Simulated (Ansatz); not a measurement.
# Si: the cost of one run

Computed with Ansatz 0.2.0 (DFT PBEsol, scalar-relativistic, plane waves, PAW, unless a step's input says otherwise).

16 further runs of the same task are left out: 16 set aside as unsound or not needed.

## 1. The starting structure

It takes space group I4/mmm (No. 139, tetragonal). Conventional cell: a = 6.644 Å, b = 6.644 Å, c = 3.837 Å, α = 90.00°, β = 90.00°, γ = 90.00°. Si (site symmetry m2m) has 4 Si at 2.34 to 2.38 Å as nearest neighbours.

Coordinates:

```
Si
1.0
    -3.32219    3.32219    1.91868
     3.32219   -3.32219    1.91868
     3.32219    3.32219   -1.91868
Si
4
Direct
  0.17873 0.17873 0.35746
  0.82127 0.82127 0.64254
  0.17873 0.82127 0.00000
  0.82127 0.17873 0.00000
```

It goes back to an entry of the Materials Project, which need not be the stable form.

It is the result of an earlier relaxation at this level (volume 21.18 Å³/atom; gap on the mesh: 0.24 eV).

## 2. The scan

The energy is mapped over volume and the cell's shape.

- volume per atom: 7 values from 19.48 to 22.87 Å³
- c/a of the conventional cell: 7 values from 0.512 to 0.651

Nothing else is relaxed (fractional coordinates fixed). Energies count from the relaxed crystal. Points are written as (first, second).

## 3. The run at (20.05 Å³, 0.601)

input.yaml

```yaml
crystal:
  lattice:
    - [-3.2186726237, 3.2186726237, 1.9350659814]
    - [3.2186726237, -3.2186726237, 1.9350659814]
    - [3.2186726237, 3.2186726237, -1.9350659814]
  atoms:
    - { symbol: Si, position: [0.1787304307, 0.1787304307, 0.3574608614] }
    - { symbol: Si, position: [0.8212695693, 0.8212695693, 0.6425391386] }
    - { symbol: Si, position: [0.1787304307, 0.8212695693, 0.0] }
    - { symbol: Si, position: [0.8212695693, 0.1787304307, 0.0] }
basis:
  ecutwfc: 420
kpoints:
  mp_grid: { grid: [12, 12, 12] }
hamiltonian:
  xc: pbesol
  pseudopotentials: { kind: paw, azcp: { folder: soft_1 } }
scf:
  occupations: { method: gaussian, width: 0.03 }
output:
  forces: true
  stress: true
  eigenvalues: true
```

Launch:

```
> ansatz run input.yaml --threads 1 --pin off --max-ram 2048MiB --backend cpu --events-out ev --progress --plain --runs-dir out
```

**Question.** How long does this run take on 1 thread of Intel Xeon Platinum 8375C at 2.90GHz (Ice Lake), shared host, and how much memory does it need?

About 8 s, with a peak of 0.46 GiB.
